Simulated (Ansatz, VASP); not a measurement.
**One calculation of ZnCu, two programs**

```
CELL_PARAMETERS angstrom
1.48804 -2.12128 0.00000
1.48804 2.12128 0.00000
0.00000 0.00000 4.14075
ATOMIC_POSITIONS crystal
Zn 0.50000 0.50000 0.50000
Cu 0.96454 0.79787 0.00000
```

Change from the starting cell: all Cu atoms moved -0.500 Å, as atom 2 along Cartesian [1 1 0].

Alike in both runs: task single point; functional PBE; k mesh 20 × 20 × 12; occupations gaussian, width 0.15 eV; no spin polarisation.

```csv
,VASP,Ansatz
version,VASP 6.6.1,Ansatz 0.2.0
potentials or method,"VASP PAW PBE potentials, release 64 (Zn, Cu)","scalar-relativistic, plane waves, PAW"
plane-wave cutoff (eV),520,420
valence electrons in the cell,23,31
```

|  | VASP | Ansatz | Ansatz less VASP |
| --- | --- | --- | --- |
| gap on the k mesh at the Fermi level (eV) | none | none | - |
| pressure (GPa) | 4.4 | 3.4 | -0.98 |
| largest component of the traceless stress (GPa) | 4.32 | 4.18 | -0.140 |
| rms of the force components (eV/Å) | 0.504 | 0.499 | -0.0055 |

Atom by atom the forces differ by 0.006 eV/Å (rms over components). A gap of «none» marks a metal or a gap that the smearing closes. The two sets of potentials don't hold the same shells in valence.
